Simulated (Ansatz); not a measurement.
**PbTe (WC-type structure)**

Computed with Ansatz (plane waves, PAW, 500 eV cutoff): r²SCAN, scalar-relativistic, no spin polarisation, 10×10×8 k-mesh, Gaussian smearing of 0.05 eV; PAW files: Ansatz's generated set soft_2.

```xyz
2
Lattice="4.4293 0.0000 0.0000 -2.2146 3.8358 0.0000 0.0000 0.0000 4.1803" Properties=species:S:1:pos:R:3 pbc="T T T"
Pb    0.0000    0.0000    0.0000
Te    2.2146    1.2786    2.0902
```

This is a trial structure; measured cells of the compound in the Crystallography Open Database are in space group Fm-3m (rock salt).

The cell is relaxed to zero pressure at this level.

The cell has space group P-6m2 (read at 0.01 Å). In it the stress is -0.04, -0.04, -0.04, 0.00, 0.00, 0.00 GPa and the largest force component 0.000 eV/Å. Each change below starts from this cell, without further relaxation. Stress is in GPa, positive in compression, in the order xx, yy, zz, yz, xz, xy; energies are counted from the cell above and are free energies with the smearing's entropy, which match forces and stress in a metal.

Problem. What happens when atom 1 (Pb) is moved by 0.05 Å along y?

Solution. The energy changes by 2.3 meV per cell, and the force on it along the shift is -0.090 eV/Å (−F/u = 1.80 eV/Å²). Stress: 0.05, -0.09, -0.02, 0.00, 0.00, 0.00.
```
atom  Fx (eV/Å)      Fy     Fz
 Pb1      0.000  -0.090  0.000
 Te2      0.000   0.090  0.000
```
In a harmonic crystal the energy would rise by −½F·u = ½ × 1.80 × 0.05² eV = 2.3 meV, which matches.

Problem. What stress follows from an engineering strain of -1 % in yy, atoms carried along?

Solution. 0.28, 0.41, 0.22, 0.00, 0.00, 0.00 GPa; the energy changes by 0.8 meV per cell.
The change of the stress over the strain gives a clamped-atom stiffness of about 44 GPa for this component, a secant value that lies under the elastic constant in tension and over it in compression, by several per cent for each per cent of strain.

Problem. All atoms and the cell are disturbed at random:
```xyz
2
Lattice="4.4533 0.0288 0.0233 -2.2017 3.8446 0.0088 0.0220 0.0223 4.1799" Properties=species:S:1:pos:R:3 pbc="T T T"
Pb   -0.0383    0.0109    0.0145
Te    2.2842    1.3009    2.0940
```
Give the energy change, the stress and the forces.

Solution. 7.6 meV per cell; stress -0.36, -0.38, -0.20, -0.09, -0.21, -0.15 GPa.
| atom | Fx (eV/Å) | Fy | Fz |
| --- | --- | --- | --- |
| Pb1 | 0.140 | -0.037 | 0.032 |
| Te2 | -0.140 | 0.037 | -0.032 |

These numbers lack spin–orbit coupling.
